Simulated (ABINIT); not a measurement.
# BeTe (F-43m) in ABINIT: further runs

The runs below take BeTe through equation of state, with RPBE, RPBE+D3(BJ), BLYP+D2.

Program: ABINIT 10.8.3 (patched build). These are calculated values, not measurements. Logs are shortened: lines on timing, memory, paths and dates and some standing lists are left out, and cuts for length are marked. The log counts tension as positive stress, the text compression.

## 1. The structure

It takes space group F-43m (No. 216, cubic). Conventional cell: a = 5.540 Å, b = 5.540 Å, c = 5.540 Å, α = 90.00°, β = 90.00°, γ = 90.00°. Te (site symmetry -43m) is surrounded by 4 Be at 2.40 Å. Around Be (site symmetry -43m) lie 4 Te at 2.40 Å.

## 2. Equation of state, RPBE

Contents of run.abi:

```
# Datasets: one volume each
ndtset 7
getwfk -1
scalecart1 3*0.9795861087
scalecart2 3*0.9864848297
scalecart3 3*0.9932883884
scalecart4 3*1.0000000000
scalecart5 3*1.0066227096
scalecart6 3*1.0131594038
scalecart7 3*1.0196128224

# Pseudopotentials
pp_dirpath "./"
pseudos "Te.GGA_PBE-JTH.xml, Be.GGA_PBE-JTH.xml"

# Structure
acell 3*1.0
rprim
     0.0000000000     5.2345413652     5.2345413652
     5.2345413652     0.0000000000     5.2345413652
     5.2345413652     5.2345413652     0.0000000000
ntypat 2
znucl 52 4
natom 2
typat 1 2
xred
     0.7500000000     0.7500000000     0.7500000000
     0.0000000000     0.0000000000     0.0000000000

# Plane-wave basis
ecut 408.170794 eV
pawecutdg 30.0

# k points
kptopt 1
ngkpt 8 8 8
nshiftk 1
shiftk 0.0 0.0 0.0

# Exchange and correlation
ixc 15

# Bands and occupations
nband 9
occopt 3
tsmear 0.00183747

# SCF cycle
nstep 100
tolvrs 1.0e-9

# Output
iomode 3
prtwf 1
prtden 0
prteig 0
prtebands 0
enunit 2
```

Potentials or basis: JTH PAW PBE v2.0.

The run is started by

```
> abinit run.abi > log 2>&1
```

run.abo:

```text
.Version 10.8.3 of ABINIT
 DATASET    1 : space group F-4 3 m (#216); Bravais cF (face-center cubic)
================================================================================
 Values of the parameters that define the memory need for DATASET  1.
     intxc =       0    ionmov =       0      iscf =      17    lmnmax =       8
     lnmax =       4     mgfft =      27  mpssoang =       2    mqgrid =    3001
     natom =       2  nloc_mem =       2    nspden =       1   nspinor =       1
    nsppol =       1      nsym =      24    n1xccc =       1    ntypat =       2
    occopt =       3   xclevel =       2
       mpw =         757          nfft =       19683          nkpt =          29
 PAW method is used; the additional fine FFT grid is defined by:
   mgfftf=        36    nfftf =     46656
================================================================================
================================================================================
[... 71 lines left out ...]
 DATASET    7 : space group F-4 3 m (#216); Bravais cF (face-center cubic)
================================================================================
 Values of the parameters that define the memory need for DATASET  7.
     intxc =       0    ionmov =       0      iscf =      17    lmnmax =       8
     lnmax =       4     mgfft =      30  mpssoang =       2    mqgrid =    3001
     natom =       2  nloc_mem =       2    nspden =       1   nspinor =       1
    nsppol =       1      nsym =      24    n1xccc =       1    ntypat =       2
    occopt =       3   xclevel =       2
       mpw =         877          nfft =       27000          nkpt =          29
 PAW method is used; the additional fine FFT grid is defined by:
   mgfftf=        40    nfftf =     64000
================================================================================
================================================================================

--------------------------------------------------------------------------------
------------- Echo of variables that govern the present computation ------------
--------------------------------------------------------------------------------
 -outvars: echo values of preprocessed input variables --------
            acell      1.0000000000E+00  1.0000000000E+00  1.0000000000E+00 Bohr
              amu      1.27600000E+02  9.01218200E+00
             ecut      1.50000000E+01 Hartree
           enunit           2
           getwfk          -1
              ixc          15
           jdtset        1    2    3    4    5    6    7
         kptrlatt        8    0    0      0    8    0      0    0    8
          kptrlen1     5.80131221E+01
          kptrlen2     5.84216787E+01
          kptrlen3     5.88245996E+01
          kptrlen4     5.92220751E+01
          kptrlen5     5.96142857E+01
          kptrlen6     6.00014023E+01
          kptrlen7     6.03835872E+01
            natom           2
            nband           9
           ndtset           7
            ngfft1         27      27      27
            ngfft2         27      27      27
            ngfft3         27      27      27
            ngfft4         27      27      27
            ngfft5         27      27      27
            ngfft6         30      30      30
            ngfft7         30      30      30
          ngfftdg1         36      36      36
          ngfftdg2         40      40      40
          ngfftdg3         40      40      40
          ngfftdg4         40      40      40
          ngfftdg5         40      40      40
          ngfftdg6         40      40      40
          ngfftdg7         40      40      40
             nkpt          29
            nstep         100
             nsym          24
           ntypat           2
           occopt           3
        pawecutdg      3.00000000E+01 Hartree
         pawxcdev           0
           prtden           0
        prtebands           0
           prteig           0
            rprim1     0.0000000000E+00  5.1276840068E+00  5.1276840068E+00
                       5.1276840068E+00  0.0000000000E+00  5.1276840068E+00
                       5.1276840068E+00  5.1276840068E+00  0.0000000000E+00
            rprim2     0.0000000000E+00  5.1637956472E+00  5.1637956472E+00
                       5.1637956472E+00  0.0000000000E+00  5.1637956472E+00
                       5.1637956472E+00  5.1637956472E+00  0.0000000000E+00
            rprim3     0.0000000000E+00  5.1994091567E+00  5.1994091567E+00
                       5.1994091567E+00  0.0000000000E+00  5.1994091567E+00
                       5.1994091567E+00  5.1994091567E+00  0.0000000000E+00
            rprim4     0.0000000000E+00  5.2345413652E+00  5.2345413652E+00
                       5.2345413652E+00  0.0000000000E+00  5.2345413652E+00
                       5.2345413652E+00  5.2345413652E+00  0.0000000000E+00
            rprim5     0.0000000000E+00  5.2692082126E+00  5.2692082126E+00
                       5.2692082126E+00  0.0000000000E+00  5.2692082126E+00
                       5.2692082126E+00  5.2692082126E+00  0.0000000000E+00
            rprim6     0.0000000000E+00  5.3034248087E+00  5.3034248087E+00
                       5.3034248087E+00  0.0000000000E+00  5.3034248087E+00
                       5.3034248087E+00  5.3034248087E+00  0.0000000000E+00
            rprim7     0.0000000000E+00  5.3372054953E+00  5.3372054953E+00
                       5.3372054953E+00  0.0000000000E+00  5.3372054953E+00
                       5.3372054953E+00  5.3372054953E+00  0.0000000000E+00
          spgroup         216
           tolvrs      1.00000000E-09
           tsmear      1.83747000E-03 Hartree
            typat      1  2
           useylm           1
           xangst1     4.0701802789E+00  4.0701802789E+00  4.0701802789E+00
                       0.0000000000E+00  0.0000000000E+00  0.0000000000E+00
           xangst2     4.0988444646E+00  4.0988444646E+00  4.0988444646E+00
                       0.0000000000E+00  0.0000000000E+00  0.0000000000E+00
           xangst3     4.1271132510E+00  4.1271132510E+00  4.1271132510E+00
                       0.0000000000E+00  0.0000000000E+00  0.0000000000E+00
           xangst4     4.1549999972E+00  4.1549999972E+00  4.1549999972E+00
                       0.0000000000E+00  0.0000000000E+00  0.0000000000E+00
           xangst5     4.1825173555E+00  4.1825173555E+00  4.1825173555E+00
                       0.0000000000E+00  0.0000000000E+00  0.0000000000E+00
           xangst6     4.2096773199E+00  4.2096773199E+00  4.2096773199E+00
                       0.0000000000E+00  0.0000000000E+00  0.0000000000E+00
           xangst7     4.2364912742E+00  4.2364912742E+00  4.2364912742E+00
                       0.0000000000E+00  0.0000000000E+00  0.0000000000E+00
            xcart1     7.6915260101E+00  7.6915260101E+00  7.6915260101E+00
                       0.0000000000E+00  0.0000000000E+00  0.0000000000E+00
            xcart2     7.7456934708E+00  7.7456934708E+00  7.7456934708E+00
                       0.0000000000E+00  0.0000000000E+00  0.0000000000E+00
            xcart3     7.7991137350E+00  7.7991137350E+00  7.7991137350E+00
                       0.0000000000E+00  0.0000000000E+00  0.0000000000E+00
            xcart4     7.8518120478E+00  7.8518120478E+00  7.8518120478E+00
                       0.0000000000E+00  0.0000000000E+00  0.0000000000E+00
            xcart5     7.9038123188E+00  7.9038123188E+00  7.9038123188E+00
                       0.0000000000E+00  0.0000000000E+00  0.0000000000E+00
            xcart6     7.9551372131E+00  7.9551372131E+00  7.9551372131E+00
                       0.0000000000E+00  0.0000000000E+00  0.0000000000E+00
            xcart7     8.0058082430E+00  8.0058082430E+00  8.0058082430E+00
                       0.0000000000E+00  0.0000000000E+00  0.0000000000E+00
             xred      7.5000000000E-01  7.5000000000E-01  7.5000000000E-01
                       0.0000000000E+00  0.0000000000E+00  0.0000000000E+00
            znucl       52.00000    4.00000

================================================================================

 chkinp: Checking input parameters for consistency, jdtset=   1.

 chkinp: Checking input parameters for consistency, jdtset=   2.
[... 40 lines left out ...]
 getcut: wavevector=  0.0000  0.0000  0.0000  ngfft=  36  36  36
         ecut(hartree)=     30.000   => boxcut(ratio)=   2.01345

--- Pseudopotential description ------------------------------------------------
- pspini: atom type   1  psp file is ./Te.GGA_PBE-JTH.xml
 Pseudopotential format is: paw10
 basis_size (lnmax)=  4 (lmn_size=  8), orbitals=   0   0   1   1
 Spheres core radius: rc_sph= 2.31107438
 Shapefunction is SIN type: shapef(r)=[sin(pi*r/rshp)/(pi*r/rshp)]**2
 Radius for shape functions =  2.10488624
 Compensation charge density is not taken into account in XC energy/potential

- pspini: atom type   2  psp file is ./Be.GGA_PBE-JTH.xml
 Pseudopotential format is: paw10
 basis_size (lnmax)=  4 (lmn_size=  8), orbitals=   0   0   1   1
 Spheres core radius: rc_sph= 1.60727588
 Shapefunction is SIN type: shapef(r)=[sin(pi*r/rshp)/(pi*r/rshp)]**2
 Radius for shape functions =  1.40108027
 Compensation charge density is not taken into account in XC energy/potential

   1.14173192E+03                                ecore*ucvol(ha*bohr**3)
--------------------------------------------------------------------------------

[... 1309 lines left out ...]
-Cartesian components of stress tensor (GPa)         [Pressure=  2.7645E-01 GPa]
- sigma(1 1)= -2.76447186E-01  sigma(3 2)=  0.00000000E+00
- sigma(2 2)= -2.76447186E-01  sigma(3 1)=  0.00000000E+00
- sigma(3 3)= -2.76447186E-01  sigma(2 1)=  0.00000000E+00

== END DATASET(S) ==============================================================
================================================================================

 -outvars: echo values of variables after computation  --------
            acell      1.0000000000E+00  1.0000000000E+00  1.0000000000E+00 Bohr
           etotal1    -2.3099603145E+01
           etotal2    -2.3101636390E+01
           etotal3    -2.3103346600E+01
           etotal4    -2.3104677231E+01
           etotal5    -2.3105746732E+01
           etotal6    -2.3106518008E+01
           etotal7    -2.3107073793E+01
            fcart1     1.3127979511E-29  1.3127979511E-29 -3.9383938533E-29
                      -1.3127979511E-29 -1.3127979511E-29  3.9383938533E-29
            fcart2    -0.0000000000E+00 -0.0000000000E+00 -0.0000000000E+00
                      -0.0000000000E+00 -0.0000000000E+00 -0.0000000000E+00
            fcart3    -0.0000000000E+00 -0.0000000000E+00 -0.0000000000E+00
                      -0.0000000000E+00 -0.0000000000E+00 -0.0000000000E+00
            fcart4    -0.0000000000E+00 -0.0000000000E+00 -0.0000000000E+00
                      -0.0000000000E+00 -0.0000000000E+00 -0.0000000000E+00
            fcart5    -9.5815340555E-30 -9.5815340555E-30  2.8744602167E-29
                       9.5815340555E-30  9.5815340555E-30 -2.8744602167E-29
[... 38 lines left out ...]
                       0.0000000000E+00  0.0000000000E+00  0.0000000000E+00
           xangst1     4.0701802789E+00  4.0701802789E+00  4.0701802789E+00
                       0.0000000000E+00  0.0000000000E+00  0.0000000000E+00
           xangst2     4.0988444646E+00  4.0988444646E+00  4.0988444646E+00
                       0.0000000000E+00  0.0000000000E+00  0.0000000000E+00
           xangst3     4.1271132510E+00  4.1271132510E+00  4.1271132510E+00
                       0.0000000000E+00  0.0000000000E+00  0.0000000000E+00
           xangst4     4.1549999972E+00  4.1549999972E+00  4.1549999972E+00
                       0.0000000000E+00  0.0000000000E+00  0.0000000000E+00
           xangst5     4.1825173555E+00  4.1825173555E+00  4.1825173555E+00
                       0.0000000000E+00  0.0000000000E+00  0.0000000000E+00
           xangst6     4.2096773199E+00  4.2096773199E+00  4.2096773199E+00
                       0.0000000000E+00  0.0000000000E+00  0.0000000000E+00
           xangst7     4.2364912742E+00  4.2364912742E+00  4.2364912742E+00
                       0.0000000000E+00  0.0000000000E+00  0.0000000000E+00
             xred      7.5000000000E-01  7.5000000000E-01  7.5000000000E-01
                       0.0000000000E+00  0.0000000000E+00  0.0000000000E+00
 Calculation completed.
```

It took 44 s on 1 thread of Arm Neoverse V1, shared host; peak memory 0.13 GiB.

Results:

```
Equilibrium volume : 23.47 Å³/atom (rough: see the caveat)
Bulk modulus       : 49 GPa (rough)
```

Energy against volume, from the lowest point:
```tsv
volume (Å³/atom)	energy (meV/atom)
19.979	101.64
20.404	73.98
20.829	50.71
21.254	32.61
21.679	18.06
22.104	7.56
22.529	0.00
```

Caveat: the cutoff is too short for stress, so the log's stress isn't used; pressures at fixed basis lie under the slope of the energies; the minimum lies outside the volumes run; the PAW data sets were made with another functional, which shifts forces and pressure a little.

## 3. Equation of state, RPBE+D3(BJ)

Contents of run.py:

```python
import json, os
import numpy as np
from ase.eos import EquationOfState
from ase.units import GPa
from ase.calculators.mixing import SumCalculator
from dftd3.ase import DFTD3
from ase.calculators.abinit import Abinit, AbinitProfile
from ase import Atoms

atoms = Atoms(['Te', 'Be'],
              cell=[[0.0, 2.77, 2.77], [2.77, 0.0, 2.77], [2.77, 2.77, 0.0]],
              scaled_positions=[[0.75, 0.75, 0.75], [0.0, 0.0, 0.0]],
              pbc=True)

profile = AbinitProfile(command='abinit', pp_paths=[os.path.abspath('pseudos')])
params = dict(
    pps='pawxml', xc='PBE',
    ecut=408.1708,
    pawecutdg=816.3416,
    kptopt=1,
    ngkpt=[8, 8, 8],
    nshiftk=1,
    shiftk=[0.0, 0.0, 0.0],
    ixc=15,
    nband=9,
    occopt=3,
    tsmear=0.05,
    nstep=100,
    tolvrs=1e-09,
    prtwf=0,
    prtden=0,
)

cell0 = atoms.cell.copy()
volumes, energies = [], []
for i, x in enumerate([0.94, 0.96, 0.98, 1.0, 1.02, 1.04, 1.06]):
    atoms.set_cell(cell0 * x ** (1 / 3), scale_atoms=True)
    atoms.calc = SumCalculator([Abinit(profile=profile, directory=f'v{i}', **params), DFTD3(method='rpbe', damping='d3bj')])
    volumes.append(atoms.get_volume() / len(atoms))
    dft, disp = atoms.calc.mixer.calcs
    energies.append((dft.get_property('free_energy', atoms) + disp.get_property('energy', atoms)) / len(atoms))
    print(f'{x:5.2f} {volumes[-1]:10.5f} A^3/atom {energies[-1]:14.6f} eV/atom', flush=True)
    json.dump(dict(volumes=volumes, energies=energies), open('results.json', 'w'))
v0, e0, b0 = EquationOfState(volumes, energies, eos='birchmurnaghan').fit()
print(f'V0 {v0:.4f} A^3/atom  E0 {e0:.6f} eV/atom  B0 {b0 / GPa:.2f} GPa')
```

Potentials or basis: JTH PAW PBE v2.0.

The run is started by

```
> python run.py
```

It took 58 s on 1 thread of Arm Neoverse V1, shared host; peak memory 0.11 GiB.

Results (log left out):

* Equilibrium volume: 18.64 Å³/atom (rough: see the caveat)
* Bulk modulus: 59 GPa (rough)

Energy against volume, from the lowest point:
| volume (Å³/atom) | energy (meV/atom) |
| --- | --- |
| 19.979 | 0.00 |
| 20.404 | 11.77 |
| 20.829 | 26.13 |
| 21.254 | 44.26 |
| 21.679 | 63.56 |
| 22.104 | 85.55 |
| 22.529 | 110.31 |

Caveat: the cutoff is too short for stress, so the log's stress isn't used; pressures at fixed basis lie under the slope of the energies; the fit is doubtful: noisy points or a state that changes with volume; the minimum lies outside the volumes run; the log and the count of SCF iterations are those of the last ABINIT call alone; the PAW data sets were made with another functional, which shifts forces and pressure a little. The run has no spin-orbit coupling, so splittings on Te are missing.

## 4. Equation of state, BLYP+D2

Edit run.abi of step 2 so:

```diff
@@ -30,3 +30,3 @@
 # Plane-wave basis
-ecut 408.170794 eV
+ecut 15.0
 pawecutdg 30.0
@@ -40,3 +40,4 @@
 # Exchange and correlation
-ixc 15
+ixc -106131
+vdw_xc 5
 
@@ -57,2 +58 @@
 prtebands 0
-enunit 2
```

The run is started by

```
> abinit run.abi > log 2>&1
```

It took 52 s on 1 thread of Arm Neoverse V1, shared host; peak memory 0.13 GiB.

Results (log left out):

| Quantity | Value |
| --- | --- |
| Equilibrium volume | 22.81 Å³/atom (rough: see the caveat) |
| Bulk modulus | 66 GPa (rough) |

Energy against volume, from the lowest point:
```tsv
volume (Å³/atom)	energy (meV/atom)
19.979	89.81
20.404	62.56
20.829	40.39
21.254	23.99
21.679	11.78
22.104	4.16
22.529	0.00
```

Caveat: the cutoff is too short for stress, so the log's stress isn't used; pressures at fixed basis lie under the slope of the energies; the minimum lies outside the volumes run; the PAW data sets were made with another functional, which shifts forces and pressure a little. The run has no spin-orbit coupling, so splittings on Te are missing.
